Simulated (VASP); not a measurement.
Set up this calculation in VASP 6.6.1, as the native input.

- Task: relaxation of cell and atoms
- Functional: PBE
- Potentials or basis: VASP PAW PBE potentials, release 64 (Y_sv)
- Cutoff: 520 eV
- k mesh: 15 × 15 × 15
- Occupations: gaussian, width 0.1 eV
- Spin: no spin polarisation
- Further INCAR settings: ALGO = Normal; EDIFF = 1e-07; IBRION = 2; POTIM = 0.3; EDIFFG = -0.005; NSW = 60; ISIF = 3

The structure of Y lies in POSCAR:

```
Y                                       
1.0
    0.0000000000      2.5278908289      2.5278908289
    2.5278908289      0.0000000000      2.5278908289
    2.5278908289      2.5278908289      0.0000000000
  Y             
     1
Direct
     0.0000000000000000    0.0000000000000000    0.0000000000000000
```

This isn't the form of Y at room conditions, which is hcp.

One way to write it, as run:

INCAR

```
SYSTEM = Y
  ALGO = Normal
  EDIFF = 1E-7
  EDIFFG = -0.005
  ENCUT = 520
  GGA = PE
  IBRION = 2
  ISIF = 3
  ISMEAR = 0
  LASPH = .TRUE.
  LCHARG = .FALSE.
  LREAL = .FALSE.
  LWAVE = .FALSE.
  NELM = 120
  NSW = 60
  POTIM = 0.3
  PREC = Accurate
  SIGMA = 0.1
```

KPOINTS

```
k-points
0
G
  15 15 15
  0 0 0
```

Potentials or basis: VASP PAW PBE potentials, release 64 (Y_sv).

Command:

```sh
$ cat potpaw_PBE.64/Y_sv/POTCAR > POTCAR
$ mpirun -np 1 vasp_std > vasp.out
```

Results of the run:

```yaml
Pressure_after_relaxing: 0.0 GPa
Band_gap_on_the_k_mesh: none (metal or under the smearing width)
```

Caveat: the relaxation stopped at its first step, so nothing moved.

It took 17 s on 1 thread of Intel(R) Xeon(R) 6975P-C (Granite Rapids), on a shared host, peak memory 0.19 GiB.
